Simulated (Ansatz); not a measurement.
Runs of Ansatz 0.2.0 on Sn. The structure is tetragonal, space group I4_1/amd (No. 141). The conventional cell has a = 5.880 Å, b = 5.880 Å, c = 3.199 Å, α = 90.00°, β = 90.00°, γ = 90.00°. Sn (site symmetry -4m2) has 6 Sn at 3.05 to 3.20 Å as nearest neighbours. 

```csv
task,level,spin,cell,k mesh,points for each segment of the path,mesh quality,gap on the mesh (eV),pressure (GPa)
single point,PBE0,off,as given,5 × 5 × 5,-,coarse,none,-0.4
relaxation of cell and atoms,LDA,off,relaxed,9 × 9 × 9,-,not flagged,none,0.0
band structure,HSEsol,off,as given,5 × 5 × 5,4,coarse,none,-1.9
band structure,LDA,"SOC, no magnetisation",as given,7 × 7 × 7,14,not flagged,none,(a)
single point,PBEsol0,off,as given,5 × 5 × 5,-,coarse,none,-2.3
```

Alike in all rows: potentials or basis Ansatz PAW; cutoff (eV) 420; smearing fermi-dirac 0.05 eV.

Problem. Estimate the missing entries.

Solution. (a) -3.0.

Caveats: some runs use coarse meshes; the PAW data sets come from PBE, with cores solved anew for the run's functional, which leaves a small shift of forces and pressure; the thresholds are loose for stress (some runs); the plane-wave basis is chosen anew once the cell has moved, so the energies of steps on either side of that aren't comparable (some runs); spin-orbit coupling is left out, which moves the levels of the heavy elements (some runs).

A k mesh can miss the band edges, and rows without SOC leave out spin-orbit coupling on Sn.

A gap of «none» marks a metal or a gap under the smearing width.
